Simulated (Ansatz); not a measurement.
Sr:

```xyz
2
Lattice="-3.7064 3.7064 2.0209 3.7064 -3.7064 2.0209 3.7064 3.7064 -2.0209" Properties=species:S:1:pos:R:3 pbc="T T T"
Sr    0.0211   -0.0457    0.0975
Sr   -0.0993    3.6252    0.9501
```

This isn't the form of Sr at room conditions, which is fcc.

The cell isn't the ideal one: atoms moved at random, drawn with an rms of 0.1 Å.

```yaml
Program: Ansatz 0.2.0
Task: relaxation of the atoms
Functional: LDA
Potentials_or_basis: all-electron LAPW, scalar-relativistic
Basis_error_allowed: 0.001 eV/atom
k_mesh: 8 × 8 × 8
Occupations: methfessel-paxton, width 0.1 eV
Spin: no spin polarisation
```

At the start: volume 55.52 Å³/atom.

Q: Where does the relaxation end?

A: Over 7 steps the energy falls by 26.6 meV/atom; space group Cmmm (No. 65, to 0.05 Å).

Step by step:
```csv
step,energy change (eV),largest force (eV/Å)
1,0.0000,0.2204
2,-0.0138,0.0974
3,-0.0387,0.0903
4,-0.0519,0.0199
5,-0.0531,0.0046
6,-0.0531,0.0046
7,-0.0532,0.0006
```

Final structure:
```
Sr
1.0
    -3.70636    3.70636    2.02088
     3.70636   -3.70636    2.02088
     3.70636    3.70636   -2.02088
Sr
2
Direct
  0.12109 0.12434 0.98614
  0.62099 0.12431 0.48619
```
